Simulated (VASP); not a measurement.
# NbH2 (Fm-3m) in VASP: single point with r2SCAN

Aim: the single point of NbH2 with r2SCAN.

Everything below comes from runs of VASP 6.6.1. Logs are shortened: lines on timing, memory, paths and dates and some standing lists are left out, and cuts for length are marked.

## Step 1: The structure

It takes space group Fm-3m (No. 225, cubic). Conventional cell: a = 4.531 Å, b = 4.531 Å, c = 4.531 Å, α = 90.00°, β = 90.00°, γ = 90.00°. Around Nb (site symmetry m-3m) lie 8 H at 1.96 Å. H (site symmetry -43m) is surrounded by 4 Nb at 1.96 Å.

## Step 2: Single point, r2SCAN

POSCAR reads:

```
NbH2
1.0
    0.0000000000      2.2656417100      2.2656417100
    2.2656417100      0.0000000000      2.2656417100
    2.2656417100      2.2656417100      0.0000000000
Nb H
1 2
Direct
    0.0000000000      0.0000000000      0.0000000000
    0.2500000000      0.2500000000      0.2500000000
    0.7500000000      0.7500000000      0.7500000000
```

INCAR.step1 reads:

```
ALGO     = Normal         # electronic algorithm
EDIFF    = 1E-4           # SCF threshold, eV
ENCUT    = 520            # plane-wave cutoff, eV
GGA      = PE             # functional
ISMEAR   = -1             # smearing method
LASPH    = True           # aspherical terms in the spheres
LCHARG   = False          # write CHGCAR
LREAL    = False          # projectors in reciprocal space
LWAVE    = True           # write WAVECAR
NBANDS   = 14             # bands
NELM     = 100            # most SCF steps
PREC     = Accurate       # precision mode
SIGMA    = 0.1            # smearing width, eV
```

INCAR.step2 reads:

```
ALGO     = Normal         # electronic algorithm
EDIFF    = 1E-6           # SCF threshold, eV
ENCUT    = 520            # plane-wave cutoff, eV
ISIF     = 2              # what is computed and relaxed
ISMEAR   = -1             # smearing method
ISTART   = 1            
LASPH    = True           # aspherical terms in the spheres
LCHARG   = False          # write CHGCAR
LMIXTAU  = True         
LREAL    = False          # projectors in reciprocal space
LWAVE    = False          # write WAVECAR
METAGGA  = R2SCAN         # meta-GGA
NBANDS   = 14             # bands
NELM     = 100            # most SCF steps
PREC     = Accurate       # precision mode
SIGMA    = 0.1            # smearing width, eV
```

KPOINTS reads:

```
k-points
0
Gamma
  13 13 13
```

Potentials or basis: VASP PAW PBE potentials, release 64 (Nb_sv, H).

Command:

```bash
> cat potpaw_PBE.64/Nb_sv/POTCAR potpaw_PBE.64/H/POTCAR > POTCAR
> cp INCAR.step1 INCAR
> mpirun -np 1 vasp_std > vasp.out
> cp INCAR.step2 INCAR
> mpirun -np 1 vasp_std > vasp.out
```

OUTCAR:

```text
EDIFF = 1E-6
   ENCUT = 520
   ISIF = 2
   ISMEAR = -1
   ISTART = 1
   LASPH = True
   LREAL = False
   METAGGA = R2SCAN
   NELM = 100
   PREC = Accurate

 ion  position               nearest neighbor table
   1  0.000  0.000  0.000-   3 1.96   3 1.96   2 1.96   2 1.96   3 1.96   2 1.96   3 1.96   2 1.96

   2  0.250  0.250  0.250-   1 1.96   1 1.96   1 1.96   1 1.96
   3  0.750  0.750  0.750-   1 1.96   1 1.96   1 1.96   1 1.96

  LATTYP: Found a face centered cubic cell.
 ALAT       =     4.5312834200

  Lattice vectors:

 A1 = (   0.0000000000,   2.2656417100,   2.2656417100)
 A2 = (   2.2656417100,   0.0000000000,   2.2656417100)
 A3 = (   2.2656417100,   2.2656417100,   0.0000000000)

Analysis of symmetry for initial positions (statically):
=====================================================================
 Subroutine PRICEL returns:
 Original cell was already a primitive cell.

 Routine SETGRP: Setting up the symmetry group for a
 face centered cubic supercell.

 Subroutine GETGRP returns: Found 48 space group operations
 (whereof 48 operations were pure point group operations)
 out of a pool of 48 trial point group operations.

The static configuration has the point symmetry O_h .

Analysis of symmetry for dynamics (positions and initial velocities):
=====================================================================
 Subroutine PRICEL returns:
 Original cell was already a primitive cell.

 Routine SETGRP: Setting up the symmetry group for a
 face centered cubic supercell.

 Subroutine GETGRP returns: Found 48 space group operations
 (whereof 48 operations were pure point group operations)
 out of a pool of 48 trial point group operations.

The dynamic configuration has the point symmetry O_h .

 Subroutine INISYM returns: Found 48 space group operations
 (whereof 48 operations are pure point group operations),
 and found     1 'primitive' translations

----------------------------------------------------------------------------------------

                                     Primitive cell

  volume of cell :      23.2597

  direct lattice vectors                    reciprocal lattice vectors
     0.000000000  2.265641710  2.265641710    -0.220688027  0.220688027  0.220688027
     2.265641710  0.000000000  2.265641710     0.220688027 -0.220688027  0.220688027
     2.265641710  2.265641710  0.000000000     0.220688027  0.220688027 -0.220688027

  length of vectors
     3.204101234  3.204101234  3.204101234     0.382242876  0.382242876  0.382242876

  position of ions in fractional coordinates (direct lattice)
     0.000000000  0.000000000  0.000000000
     0.250000000  0.250000000  0.250000000
     0.750000000  0.750000000  0.750000000

  ion indices of the primitive-cell ions
   primitive index   ion index
                 1           1
                 2           2
                 3           3

----------------------------------------------------------------------------------------

 KPOINTS: k-points

Automatic generation of k-mesh.
 Grid dimensions read from file:
 generate k-points for:   13   13   13

 Generating k-lattice:

  Cartesian coordinates                     Fractional coordinates (reciprocal lattice)
    -0.016976002  0.016976002  0.016976002     0.076923077  0.000000000  0.000000000
     0.016976002 -0.016976002  0.016976002     0.000000000  0.076923077  0.000000000
     0.016976002  0.016976002 -0.016976002     0.000000000  0.000000000  0.076923077

  Length of vectors
     0.029403298  0.029403298  0.029403298

  Shift w.r.t. Gamma in fractional coordinates (k-lattice)
     0.000000000  0.000000000  0.000000000

 Subroutine IBZKPT returns following result:
 ===========================================

 Found     84 irreducible k-points:

 Following reciprocal coordinates:
            Coordinates               Weight
  0.000000  0.000000  0.000000      1.000000
  0.076923  0.000000  0.000000      8.000000
  0.153846  0.000000  0.000000      8.000000
  0.230769  0.000000  0.000000      8.000000
  0.307692  0.000000  0.000000      8.000000
  0.384615  0.000000  0.000000      8.000000
[... 16 lines left out ...]
  0.384615  0.153846  0.000000     24.000000
  0.461538  0.153846  0.000000     24.000000
 [... further k-points ...]
   k-points           NKPTS =     84   k-points in BZ     NKDIM =     84   number of bands    NBANDS=     14
   number of dos      NEDOS =    301   number of ions     NIONS =      3
   total plane-waves  NPLWV =  13824
   dimension x,y,z NGX =    24 NGY =   24 NGZ =   24
   dimension x,y,z NGXF=    48 NGYF=   48 NGZF=   48
   ions per type =               1   2
   NGX,Y,Z   is equivalent  to a cutoff of  12.45, 12.45, 12.45 a.u.
   NGXF,Y,Z  is equivalent  to a cutoff of  24.90, 24.90, 24.90 a.u.
 SYSTEM =  unknown system
   PREC   = accura    normal or accurate (medium, high low for compatibility)
   ISTART =      1    job   : 0-new  1-cont  2-samecut
   ICHARG =      0    charge: 1-file 2-atom 10-const
   ISPIN  =      1    spin polarized calculation?
   LNONCOLLINEAR =      F non collinear calculations
   LSORBIT =      F    spin-orbit coupling
   LASPH  =      T    aspherical Exc in radial PAW
   ENCUT  =  520.0 eV  38.22 Ry    6.18 a.u.   5.96  5.96  5.96*2*pi/ulx,y,z
   NELM   =    100;   NELMIN=  2; NELMDL=  0     # of ELM steps
   EDIFF  = 0.1E-05   stopping-criterion for ELM
   LREAL  =      F    real-space projection
   EDIFFG = 0.1E-04   stopping-criterion for IOM
   NSW    =      0    number of steps for IOM
   IBRION =     -1    ionic relax: 0-MD 1-quasi-New 2-CG
   NFREE  =      0    steps in history (QN), initial steepest desc. (CG)
   ISIF   =      2    stress and relaxation
   ISYM   =      2    0-nonsym 1-usesym 2-fastsym
   POTIM  = 0.5000    time-step for ionic-motion
   TEBEG  =    0.0;   TEEND  =   0.0 temperature during run
   PSTRESS=    0.0 pullay stress
   NELECT =      15.0000    total number of electrons
   NUPDOWN=      -1.0000    fix difference up-down
   EMIN   =  10.00;   EMAX   =-10.00  energy-range for DOS
   EFERMI =   0.00;   METHOD = LEGACY
   ISMEAR =    -1;   SIGMA  =   0.10  broadening in eV -4-tet -1-fermi 0-gaus
   EFERMI_NEDOS =   21; number of points for ismear=-14 and -15
   IALGO  =     38    algorithm
   IMIX   =      4    mixing-type and parameters
     AMIX     =   0.40;   BMIX     =  1.00
     AMIX_MAG =   1.60;   BMIX_MAG =  1.00
  volume/ion in A,a.u.               =       7.75        52.32
  Fermi-wavevector in a.u.,A,eV,Ry     =   1.414395  2.672819 27.218632  2.000513
  Thomas-Fermi vector in A             =   2.535942
   LORBIT       =      0    0 simple, 1 ext, 2 COOP (PROOUT), +10 PAW based schemes
   METAGGA = R2SCAN    functional components
   LHFCALC =     F    Hartree Fock is set to
   AEXX    =    0.0000 exact exchange contribution
   IVDW    =     0    specifies the selected vdW correction
   LEPSILON=     F    determine dielectric tensor
   LRPA    =     F    only Hartree local field effects (RPA)
 non-spin polarized calculation
  energy-cutoff  :      520.00
  volume of cell :       23.26
 maximum number of plane-waves:       637
   NGX = 11   NGY = 11   NGZ = 11

 number of electron      14.9999998 magnetization

 Free energy of the ion-electron system (eV)
  ---------------------------------------------------
  ext. energy  EPLUGINS =         0.00000000
  ---------------------------------------------------
  free energy    TOTEN  =       -32.58096800 eV

  energy without entropy =      -32.54785717  energy(sigma->0) =      -32.56441259

 E-fermi :  10.3353     XC(G=0): -13.0579

 val. band max:       10.3253323005   @ k =  -0.1538   0.2308   0.0769
 cond. band min:      10.3364651192   @ k =  -0.4615   0.2308   0.0000
 fundamental gap:      0.0111328187
 Fermi energy:        10.3352586691

 k-point     1 :       0.0000    0.0000    0.0000
  band No.  band energies     occupation
      1     -46.9862      2.00000
      2     -22.0129      2.00000
      3     -22.0129      2.00000
      4     -22.0129      2.00000
      5      -1.1348      2.00000
      6       8.7626      2.00000
      7       8.8983      2.00000
      8       8.8983      2.00000
      9       8.8983      2.00000
     10      11.6971      0.00000
     11      11.6971      0.00000
     12      23.2742      0.00000
     13      24.5059      0.00000
     14      24.5059      0.00000

 k-point     2 :       0.0769    0.0000    0.0000
  band No.  band energies     occupation
      1     -46.9804      2.00000
      2     -22.0602      2.00000
      3     -22.0186      2.00000
      4     -22.0185      2.00000
      5      -0.9631      2.00000
      6       7.2362      2.00000
      7       8.9860      2.00000
      8       8.9860      2.00000
      9      10.6352      0.09495
     10      11.6236      0.00001
     11      11.6236      0.00001
     12      21.8712      0.00000
     13      24.8443      0.00000
     14      24.8443      0.00000

 k-point     3 :       0.1538    0.0000    0.0000
  band No.  band energies     occupation
      1     -46.9644      2.00000
      2     -22.1892      2.00000
      3     -22.0340      2.00000
      4     -22.0340      2.00000
      5      -0.4824      2.00000
      6       5.9272      2.00000
      7       9.1952      1.99998
      8       9.1952      1.99998
      9      11.4966      0.00002
     10      11.4966      0.00002
     11      12.5333      0.00000
     12      20.3460      0.00000
     13      25.7931      0.00000
     14      25.7931      0.00000
[... 324 lines left out ...]
 k-point    23 :       0.3846    0.1538    0.0000
  band No.  band energies     occupation
      1     -46.8978      2.00000
      2     -22.5952      2.00000
      3     -22.1615      2.00000
      4     -22.1394      2.00000
      5       1.5579      2.00000
      6       3.8885      2.00000
      7       8.6062      2.00000
      8       9.8534      1.98397
      9      11.7938      0.00000
     10      12.9172      0.00000
     11      16.8306      0.00000
     12      19.0523      0.00000
     13      20.9776      0.00000
     14      23.4059      0.00000

 k-point    24 :       0.4615    0.1538    0.0000
  band No.  band energies     occupation
      1     -46.8820      2.00000
      2     -22.6953      2.00000
      3     -22.1998      2.00000
      4     -22.1460      2.00000
      5       1.7649      2.00000
      6       4.1322      2.00000
      7       8.3274      2.00000
      8       9.7248      1.99555
      9      12.7694      0.00000
     10      13.2131      0.00000
     11      16.9093      0.00000
     12      17.8568      0.00000
     13      20.8654      0.00000
     14      22.8141      0.00000

 [... further k-points ...]

------------------------ aborting loop because EDIFF is reached ----------------------------------------

  FORCE on cell =-STRESS in cart. coord.  units (eV):
  Direction    XX          YY          ZZ          XY          YZ          ZX
  --------------------------------------------------------------------------------------
  -------------------------------------------------------------------------------------
  Total        0.2621627      0.2621627      0.2621627     -0.0000000      0.0000000     -0.0000000
  in kB       18.0583414     18.0583414     18.0583414     -0.0000000      0.0000000     -0.0000000
  external PRESSURE =      18.0583414 kB  Pullay stress =       0.0000000 kB

 VOLUME and BASIS-vectors are now :
 -----------------------------------------------------------------------------
  energy-cutoff  :      520.00
  volume of cell :       23.26
      direct lattice vectors                 reciprocal lattice vectors
     0.000000000  2.265641710  2.265641710    -0.220688027  0.220688027  0.220688027
     2.265641710  0.000000000  2.265641710     0.220688027 -0.220688027  0.220688027
     2.265641710  2.265641710  0.000000000     0.220688027  0.220688027 -0.220688027

 POSITION                                       TOTAL-FORCE (eV/Angst)
 -----------------------------------------------------------------------------------
      0.00000      0.00000      0.00000        -0.000000     -0.000000     -0.000000
      1.13282      1.13282      1.13282         0.000000      0.000000      0.000000
      3.39846      3.39846      3.39846        -0.000000     -0.000000     -0.000000
 -----------------------------------------------------------------------------------
    total drift:                               -0.000000      0.000000      0.000000

  FREE ENERGIE OF THE ION-ELECTRON SYSTEM (eV)
  ---------------------------------------------------
  free  energy   TOTEN  =       -32.5809680007 eV

  energy  without entropy=      -32.5478571732  energy(sigma->0) =      -32.56441259
```

Wall time 58 s (1 thread of AMD EPYC 9R45 (Zen 5), shared host); peak memory 0.12 GiB.

What came out:

```
Free energy            : -32.5810 eV
Pressure               : 1.8 GPa
Band gap on the k mesh : none (metal or under the smearing width)
```

Caveat: the PAW data sets were made with another functional, which shifts forces and pressure a little.
